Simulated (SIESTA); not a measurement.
The system is Ni.

```xyz
1
Lattice="-1.3837 1.3837 1.3837 1.3837 -1.3837 1.3837 1.3837 1.3837 -1.3837" Properties=species:S:1:pos:R:3 pbc="T T T"
Ni    0.0000    0.0000    0.0000
```

This isn't the form of Ni at room conditions, which is fcc.

Base run:

```yaml
Program: SIESTA 5.4.2
Functional: PBE
Potentials_or_basis: PseudoDojo 0.4 standard (PBE files)
Basis: DZP (energy shift 0.003 Ry; two zetas on semicore shells)
Grid_cutoff: 800 Ry
Energy_shift: 0.003 Ry
k_mesh: 13 × 13 × 13
Occupations: fermi-dirac, width 0.05 eV
Spin: collinear spin, ferromagnetic start
Starting_moments: "[1.0] μB"
Fixed_moment: 0 μB
```

Its results: pressure 4.6 GPa.

The run is repeated on the same cell with these changes: fixed moment from 0 μB to 1 μB. What comes out?

Pressure 10.9 GPa; site moments Ni +1.00 μB.

Caveats: short orbitals over semicore shells can move pressures by several GPa; the basis of atomic orbitals isn't converged, which shifts pressures, moduli and gaps; the total moment is fixed, so each spin has its own Fermi level.
